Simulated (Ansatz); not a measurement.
# BaTiO3 (R3m) in Ansatz: notebook, part 2 of 2

Ansatz 0.2.0. Earlier steps stand in the parts before.

## (3) Relaxation of cell and atoms, PBE+U

input.yaml

```yaml
crystal:
  lattice:
    - [2.8273666084, 1.6323808724, 2.3183934932]
    - [-2.8273666084, 1.6323808724, 2.3183934932]
    - [0.0, -3.2647617449, 2.3183934932]
  atoms:
    - { symbol: Ba, position: [0.0, 0.0, 0.0] }
    - { symbol: Ti, position: [0.4845, 0.4845, 0.4845] }
    - { symbol: O, position: [0.5086, 0.0175, 0.5086] }
    - { symbol: O, position: [0.0175, 0.5086, 0.5086] }
    - { symbol: O, position: [0.5086, 0.5086, 0.0175] }
hamiltonian:
  xc: pbe
  pseudopotentials: { kind: paw }
  hubbard: { sites: [{ species: Ti, l: d, u_eff: 1.0 }] }
kpoints:
  mp_grid: { grid: [7, 7, 7] }
scf:
  occupations: { method: fermi_dirac, width: 0.05 }
output:
  forces: true
  stress: true
  eigenvalues: true
  write_density: true
  write_potential: true
  elf: true
  volumetric_format: npy
relax:
  f_tol: 0.01
  max_steps: 40
  cell: { stress_tol: 0.05 }
```

Potentials or basis: Ansatz PAW.

Run with:

```console
ansatz run input.yaml --threads 2 --pin off --max-ram 5632MiB --backend cpu --events-out ev --progress --plain --runs-dir out
```

It took 61 s on 2 threads of Arm Neoverse V1, shared host; peak memory 0.46 GiB.

It converged, with:

- Free energy: -10158.7352 eV
- Relaxed volume: 13.37 Å³/atom
- Relaxed cell: a = 4.058 Å, b = 4.058 Å, c = 4.058 Å, α = 89.72°, β = 89.72°, γ = 89.72°
- Space group after relaxing (to 0.05 Å): R3m (No. 160)
- Energy gained by relaxing: 8.0 meV/atom
- Ionic steps: 11
- Pressure after relaxing: 0.0 GPa
- Band gap on the k mesh: 2.69 eV, indirect (least direct gap 3.11 eV)

The path:
| step | energy change (eV) | largest force (eV/Å) | volume (Å³) |
| --- | --- | --- | --- |
| 1 | 0.0000 | 0.2401 | 64.20 |
| 2 | -0.0133 | 0.4491 | 66.60 |
| 3 | -0.0288 | 0.1323 | 66.36 |
| 4 | -0.0292 | 0.1108 | 66.35 |
| 5 | -0.0296 | 0.0625 | 66.42 |
| 6 | -0.0293 | 0.0411 | 66.72 |
| 7 | -0.0296 | 0.0005 | 66.66 |
| 8 | -0.0398 | 0.0006 | 66.66 |
| 9 | -0.0392 | 0.0057 | 66.88 |
| 10 | -0.0393 | 0.0010 | 66.83 |
| 11 | -0.0400 | 0.0010 | 66.83 |

Final structure:
```xyz
5
Lattice="2.8627 1.6528 2.3543 -2.8627 1.6528 2.3543 0.0000 -3.3055 2.3543" Properties=species:S:1:pos:R:3 pbc="T T T"
Ba    0.0000    0.0000   -0.0353
Ti    0.0000    0.0000    3.4017
O     1.4025   -0.8097    2.4545
O    -1.4025   -0.8097    2.4545
O     0.0000    1.6195    2.4545
```

Levels at points of the mesh, in eV from the valence-band top:
```tsv
k point	band 16	band 17	band 18	band 19	band 20	band 21	band 22	band 23	band 24	band 25
(0.00, 0.00, 0.00)	-1.27	-0.96	-0.55	-0.42	-0.42	2.69	2.69	2.86	4.50	4.50
```

Eigenvalues of the final occupation matrices:
| site | spin | trace | eigenvalues |
| --- | --- | --- | --- |
| site 1 | 1 | 1.17 | 0.20 0.20 0.20 0.28 0.28 |

Caveat: odd divisions of the mesh miss points on the zone boundary, where band edges often lie, so the gap on the mesh can be too wide; the plane-wave basis is chosen anew once the cell has moved, so the energies of steps on either side of that aren't comparable; the pressure holds a Pulay correction of +0.5 GPa for the finite cutoff; spin-orbit coupling is left out, which moves the levels of the heavy elements. Zero-point motion and thermal expansion aren't in these numbers.

## (4) Relaxation of cell and atoms, PBE+U

input.yaml, as its differences from that of step 3:

```diff
@@ -14,3 +14,3 @@
   pseudopotentials: { kind: paw }
-  hubbard: { sites: [{ species: Ti, l: d, u_eff: 1.0 }] }
+  hubbard: { sites: [{ species: Ti, l: d, u_eff: 2.0 }] }
 kpoints:
@@ -23,6 +23,2 @@
   eigenvalues: true
-  write_density: true
-  write_potential: true
-  elf: true
-  volumetric_format: npy
 relax:
```

Run with:

```console
ansatz run input.yaml --threads 2 --pin off --max-ram 5632MiB --backend cpu --events-out ev --progress --plain --runs-dir out
```

It took 57 s on 2 threads of Arm Neoverse V1, shared host; peak memory 0.46 GiB.

It converged, with:

| Quantity | Value |
| --- | --- |
| Free energy | -10157.8520 eV |
| Relaxed volume | 13.35 Å³/atom |
| Relaxed cell | a = 4.056 Å, b = 4.056 Å, c = 4.056 Å, α = 89.76°, β = 89.76°, γ = 89.76° |
| Space group after relaxing (to 0.05 Å) | R3m (No. 160) |
| Energy gained by relaxing | 8.4 meV/atom |
| Ionic steps | 11 |
| Pressure after relaxing | 0.0 GPa |
| Band gap on the k mesh | 2.69 eV, indirect (least direct gap 3.09 eV) |

The path:
```
step  energy change (eV)  largest force (eV/Å)  volume (Å³)
   1              0.0000                0.3471        64.20
   2             -0.0146                0.4006        66.72
   3             -0.0319                0.0657        66.43
   4             -0.0321                0.0474        66.42
   5             -0.0322                0.0350        66.44
   6             -0.0322                0.0222        66.48
   7             -0.0320                0.0007        66.56
   8             -0.0416                0.0006        66.56
   9             -0.0411                0.0045        66.75
  10             -0.0412                0.0002        66.73
  11             -0.0418                0.0002        66.73
```

Final structure:
```cif
data_structure
_symmetry_space_group_name_H-M 'P 1'
_symmetry_Int_Tables_number 1
_cell_length_a 4.0562
_cell_length_b 4.0562
_cell_length_c 4.0562
_cell_angle_alpha 89.756
_cell_angle_beta 89.756
_cell_angle_gamma 89.756
_cell_volume 66.73
loop_
_atom_site_label
_atom_site_type_symbol
_atom_site_fract_x
_atom_site_fract_y
_atom_site_fract_z
_atom_site_occupancy
Ba1 Ba 0.99553 0.99553 0.99553 1
Ti1 Ti 0.48310 0.48310 0.48310 1
O1 O 0.51039 0.01978 0.51039 1
O2 O 0.01978 0.51039 0.51039 1
O3 O 0.51039 0.51039 0.01978 1
```

Levels at points of the mesh, in eV from the valence-band top:
```tsv
k point	band 17	band 18	band 19	band 20	band 21	band 22	band 23	band 24
(0.00, 0.00, 0.00)	-0.97	-0.50	-0.40	-0.40	2.69	2.69	2.85	4.37
```

Eigenvalues of the final occupation matrices:
| site | spin | trace | eigenvalues |
| --- | --- | --- | --- |
| site 1 | 1 | 1.15 | 0.19 0.20 0.20 0.28 0.28 |

Caveat: odd divisions of the mesh miss points on the zone boundary, where band edges often lie, so the gap on the mesh can be too wide; the plane-wave basis is chosen anew once the cell has moved, so the energies of steps on either side of that aren't comparable; the pressure holds a Pulay correction of +0.5 GPa for the finite cutoff; spin-orbit coupling is left out, which moves the levels of the heavy elements. A k mesh can miss the band edges.

## (5) Relaxation of cell and atoms, PBE+U

input.yaml, as its differences from that of step 4:

```diff
@@ -14,3 +14,3 @@
   pseudopotentials: { kind: paw }
-  hubbard: { sites: [{ species: Ti, l: d, u_eff: 2.0 }] }
+  hubbard: { sites: [{ species: Ti, l: d, u_eff: 3.0 }] }
 kpoints:
```

Run with:

```console
ansatz run input.yaml --threads 2 --pin off --max-ram 5632MiB --backend cpu --events-out ev --progress --plain --runs-dir out
```

Run time: 53 s. Hardware: 2 threads of Arm Neoverse V1, shared host; peak memory 0.46 GiB.

It converged, with:

- Free energy: -10156.9837 eV
- Relaxed volume: 13.32 Å³/atom
- Relaxed cell: a = 4.054 Å, b = 4.054 Å, c = 4.054 Å, α = 89.79°, β = 89.79°, γ = 89.79°
- Space group after relaxing (to 0.05 Å): R3m (No. 160)
- Energy gained by relaxing: 9.1 meV/atom
- Ionic steps: 10
- Pressure after relaxing: 0.0 GPa
- Band gap on the k mesh: 2.69 eV, indirect (least direct gap 3.06 eV)

The path:
```tsv
step	energy change (eV)	largest force (eV/Å)	volume (Å³)
1	0.0000	0.4597	64.20
2	-0.0162	0.3822	66.85
3	-0.0359	0.0304	66.52
4	-0.0361	0.0196	66.50
5	-0.0361	0.0197	66.50
6	-0.0363	0.0102	66.44
7	-0.0363	0.0001	66.46
8	-0.0453	0.0001	66.46
9	-0.0450	0.0009	66.61
10	-0.0455	0.0010	66.61
```

Final structure:
```
CELL_PARAMETERS angstrom
2.86109 1.65185 2.34887
-2.86109 1.65185 2.34887
0.00000 -3.30370 2.34887
ATOMIC_POSITIONS crystal
Ba 0.99618 0.99618 0.99618
Ti 0.48484 0.48484 0.48484
O 0.50986 0.01846 0.50986
O 0.01846 0.50986 0.50986
O 0.50986 0.50986 0.01846
```

Levels at points of the mesh, in eV from the valence-band top:
```
           k point  band 17  band 18  band 19  band 20  band 21  band 22  band 23  band 24
(0.00, 0.00, 0.00)    -0.98    -0.44    -0.36    -0.36     2.69     2.69     2.83     4.22
```

Eigenvalues of the final occupation matrices:
```csv
site,spin,trace,eigenvalues
site 1,1,1.13,0.18 0.19 0.19 0.28 0.28
```

Caveat: odd divisions of the mesh miss points on the zone boundary, where band edges often lie, so the gap on the mesh can be too wide; the plane-wave basis is chosen anew once the cell has moved, so the energies of steps on either side of that aren't comparable; the pressure holds a Pulay correction of +0.5 GPa for the finite cutoff; spin-orbit coupling is left out, which moves the levels of the heavy elements.

## (6) Relaxation of cell and atoms, PBE+U

input.yaml, as its differences from that of step 5:

```diff
@@ -14,3 +14,3 @@
   pseudopotentials: { kind: paw }
-  hubbard: { sites: [{ species: Ti, l: d, u_eff: 3.0 }] }
+  hubbard: { sites: [{ species: Ti, l: d, u_eff: 4.0 }] }
 kpoints:
```

Potentials or basis: Ansatz PAW.

Run with:

```console
ansatz run input.yaml --threads 2 --pin off --max-ram 5632MiB --backend cpu --events-out ev --progress --plain --runs-dir out
```

Run time: 47 s. Hardware: 2 threads of Arm Neoverse V1, shared host; peak memory 0.46 GiB.

The run converged. Its results:

* Free energy: -10156.1315 eV
* Relaxed volume: 13.30 Å³/atom
* Relaxed cell: a = 4.051 Å, b = 4.051 Å, c = 4.051 Å, α = 89.84°, β = 89.84°, γ = 89.84°
* Space group after relaxing (to 0.05 Å): R3m (No. 160)
* Energy gained by relaxing: 10.3 meV/atom
* Ionic steps: 9
* Pressure after relaxing: 0.0 GPa
* Largest force after relaxing: 0.005 eV/Å
* Band gap on the k mesh: 2.70 eV, indirect (least direct gap 3.03 eV)

Forces in eV/Å, atoms in the order of the input:
```
Ba   0.000  0.000 -0.004
Ti   0.000  0.000  0.000
O    0.004 -0.002  0.001
O   -0.004 -0.002  0.001
O    0.000  0.005  0.001
```

Step by step:
```csv
step,energy change (eV),largest force (eV/Å),volume (Å³)
1,0.0000,0.5785,64.20
2,-0.0185,0.4063,66.98
3,-0.0408,0.0745,66.62
4,-0.0411,0.0901,66.59
5,-0.0415,0.0871,66.55
6,-0.0431,0.0034,66.32
7,-0.0516,0.0035,66.32
8,-0.0511,0.0049,66.49
9,-0.0516,0.0049,66.49
```

Final structure:
```
CELL_PARAMETERS angstrom
2.86064 1.65159 2.34555
-2.86064 1.65159 2.34555
0.00000 -3.30318 2.34555
ATOMIC_POSITIONS crystal
Ba 0.99705 0.99705 0.99705
Ti 0.48686 0.48686 0.48686
O 0.50914 0.01700 0.50914
O 0.01700 0.50914 0.50914
O 0.50914 0.50914 0.01700
```

Levels at points of the mesh, in eV from the valence-band top:
```csv
k point,band 17,band 18,band 19,band 20,band 21,band 22,band 23,band 24
"(0.00, 0.00, 0.00)",-0.99,-0.38,-0.33,-0.33,2.70,2.70,2.81,4.04
```

Eigenvalues of the final occupation matrices:
| site | spin | trace | eigenvalues |
| --- | --- | --- | --- |
| site 1 | 1 | 1.10 | 0.17 0.18 0.18 0.28 0.28 |

Caveat: odd divisions of the mesh miss points on the zone boundary, where band edges often lie, so the gap on the mesh can be too wide; the plane-wave basis is chosen anew once the cell has moved, so the energies of steps on either side of that aren't comparable; the pressure holds a Pulay correction of +0.5 GPa for the finite cutoff; spin-orbit coupling is left out, which moves the levels of the heavy elements. PBE usually gives volumes a little too large and moduli too small.

## (7) Summary

```tsv
level	U	hubbard projectors	double counting	gap on the mesh (eV)	pressure (GPa)	relaxed volume (Å³/atom)
PBE	-	-	-	2.69	0.0	13.38
PBE+U	Ti d U = 1 eV	ortho-atomic (the default)	fll (the default)	2.69	0.0	13.37
PBE+U	Ti d U = 2 eV	ortho-atomic (the default)	fll (the default)	2.69	0.0	13.35
PBE+U	Ti d U = 3 eV	ortho-atomic (the default)	fll (the default)	2.69	0.0	13.32
PBE+U	Ti d U = 4 eV	ortho-atomic (the default)	fll (the default)	2.70	0.0	13.30
```

Alike in all rows: task relaxation of cell and atoms; potentials or basis Ansatz PAW; no spin polarisation; cell relaxed; k mesh 7 × 7 × 7; cutoff (eV) 420; smearing fermi-dirac 0.05 eV.

Caveats: odd divisions of the mesh miss points on the zone boundary, where band edges often lie, so the gap on the mesh can be too wide; the plane-wave basis is chosen anew once the cell has moved, so the energies of steps on either side of that aren't comparable; spin-orbit coupling is left out, which moves the levels of the heavy elements.

Total energies depend on the potentials used, so only differences within one code and one set of settings carry meaning.
